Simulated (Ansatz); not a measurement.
**Molecular dynamics of Ag7Br8, charge -1**

input.yaml

```yaml
crystal:
  lattice:
    - [0.0, 5.900026, 5.900026]
    - [5.900026, 0.0, 5.900026]
    - [5.900026, 5.900026, 0.0]
  atoms:
    - { symbol: Ag, position: [-0.02045687, 0.01315004, 0.05736512] }
    - { symbol: Br, position: [0.26463278, 0.26092728, 0.27254436] }
    - { symbol: Ag, position: [0.00145707, 0.06249802, 0.47354731] }
    - { symbol: Br, position: [0.20913969, 0.21857355, 0.81997332] }
    - { symbol: Ag, position: [-0.05250471, 0.53653151, -0.0012446] }
    - { symbol: Br, position: [0.34821555, 0.68994214, 0.19361888] }
    - { symbol: Ag, position: [-0.01674487, 0.55540409, 0.47117031] }
    - { symbol: Br, position: [0.17811482, 0.7860787, 0.73504941] }
    - { symbol: Br, position: [0.81105337, 0.23251784, 0.25061698] }
    - { symbol: Ag, position: [0.38214049, -0.01489381, 0.59241492] }
    - { symbol: Br, position: [0.68694424, 0.35181466, 0.70617826] }
    - { symbol: Ag, position: [0.47978711, 0.50124443, -0.00983674] }
    - { symbol: Br, position: [0.73875334, 0.83948613, 0.14171691] }
    - { symbol: Ag, position: [0.49150743, 0.50186168, 0.46228816] }
    - { symbol: Br, position: [0.69439752, 0.80176461, 0.66360805] }
total_charge: -1
basis:
  ecutwfc: 420.0
kpoints:
  mp_grid: { grid: [1, 1, 1] }
hamiltonian:
  xc: pbe
scf:
  occupations: { method: fermi_dirac, width: 0.05 }
  lower_state_search: "off"
md:
  timestep: 3
  n_steps: 260
  ensemble: nve
  temperature: 1440.0
  initial_velocities: maxwell_boltzmann
  seed: 987344
```

Command:

```bash
$ ansatz run input.yaml --threads 1 --pin off --max-ram 3072MiB --backend cpu --events-out ev --progress --plain --runs-dir out
```

It goes on from the last frame of an earlier run, with new velocities.

Output, in part (step lines):

```
md step     0: t =     0.00 fs  T =  1440.0 K  F+E_penalty+E_count = -75393.70510066 eV  E_kin = 2.605882 eV  conserved = -75391.09921908 eV  (11 SCF iters)
md step     1: t =     3.00 fs  T =  1407.0 K  F+E_penalty+E_count = -75393.64519932 eV  E_kin = 2.546242 eV  conserved = -75391.09895684 eV  (8 SCF iters)
md step     2: t =     6.00 fs  T =  1377.1 K  F+E_penalty+E_count = -75393.59070305 eV  E_kin = 2.491975 eV  conserved = -75391.09872828 eV  (8 SCF iters)
md step     3: t =     9.00 fs  T =  1352.0 K  F+E_penalty+E_count = -75393.54522137 eV  E_kin = 2.446661 eV  conserved = -75391.09856013 eV  (8 SCF iters)
md step     4: t =    12.00 fs  T =  1333.4 K  F+E_penalty+E_count = -75393.51144193 eV  E_kin = 2.412971 eV  conserved = -75391.09847107 eV  (8 SCF iters)
md step     5: t =    15.00 fs  T =  1322.0 K  F+E_penalty+E_count = -75393.49084405 eV  E_kin = 2.392375 eV  conserved = -75391.09846880 eV  (4 SCF iters)
md step     6: t =    18.00 fs  T =  1318.0 K  F+E_penalty+E_count = -75393.48358164 eV  E_kin = 2.385034 eV  conserved = -75391.09854797 eV  (3 SCF iters)
md step     7: t =    21.00 fs  T =  1320.6 K  F+E_penalty+E_count = -75393.48855199 eV  E_kin = 2.389860 eV  conserved = -75391.09869223 eV  (3 SCF iters)
[... lines left out ...]
md step   259: t =   777.00 fs  T =  1764.2 K  F+E_penalty+E_count = -75394.29184125 eV  E_kin = 3.192580 eV  conserved = -75391.09926136 eV  (3 SCF iters)
md step   260: t =   780.00 fs  T =  1753.2 K  F+E_penalty+E_count = -75394.27183448 eV  E_kin = 3.172587 eV  conserved = -75391.09924701 eV  (8 SCF iters)
```

The steps, from the saved trajectory:

```csv
time (fs),T (K),potential energy less start (eV),conserved less start (meV/atom)
0.0,1440,0.000,0.00
24.0,1329,0.201,0.02
48.0,1413,0.048,-0.03
72.0,1357,0.150,0.01
96.0,1338,0.185,0.02
120.0,1430,0.017,0.00
144.0,1496,-0.102,-0.03
168.0,1356,0.152,-0.01
192.0,1264,0.319,0.02
216.0,1383,0.102,-0.07
240.0,1274,0.301,0.00
264.0,1305,0.243,-0.04
288.0,1326,0.206,-0.01
312.0,1431,0.017,0.01
336.0,1669,-0.415,-0.03
360.0,1697,-0.467,-0.04
384.0,1560,-0.217,0.05
408.0,1640,-0.363,-0.10
432.0,1408,0.058,0.02
456.0,1246,0.351,-0.06
480.0,988,0.819,0.04
504.0,1110,0.597,-0.01
528.0,1443,-0.005,-0.01
552.0,1733,-0.531,-0.11
576.0,1493,-0.096,0.03
600.0,1403,0.067,-0.01
624.0,1340,0.181,0.03
648.0,1422,0.033,0.03
672.0,1605,-0.299,0.00
696.0,1701,-0.472,-0.03
720.0,1579,-0.250,0.04
744.0,1651,-0.382,0.00
768.0,1779,-0.613,-0.01
```

The run went to its last step. The conserved energy stayed within 0.11 meV per atom of its start (net change -0.0019 meV per atom), so the integration is sound. A run of 0.78 ps of so small a system gives no equilibrium averages. Limits of this set-up: coarse k mesh, charged cell in a uniform background, uncorrected.

Mean squared displacements from the first frame to the last, about the centre of mass: Ag 1.91 Å², Br 2.14 Å².

Last frame:

```xyz
15
Lattice="0.0000 5.9000 5.9000 5.9000 0.0000 5.9000 5.9000 5.9000 0.0000" Properties=species:S:1:pos:R:3
Ag 0.823 -0.458 -0.450
Br 4.818 3.606 2.540
Ag 3.405 2.969 0.280
Br 5.238 6.953 1.654
Ag 3.143 -2.095 2.770
Br 5.019 4.118 6.183
Ag 4.744 0.842 2.748
Br 9.203 6.134 4.737
Br 2.352 6.213 7.366
Ag 3.456 6.943 3.422
Br 6.136 8.511 4.952
Ag 2.856 2.564 6.180
Br 7.123 5.040 8.667
Ag 6.084 6.302 6.297
Br 7.476 8.270 10.328
```

The run took 18 min on 1 thread of Arm Neoverse N1, with other jobs on the host, peak memory 0.52 GiB.
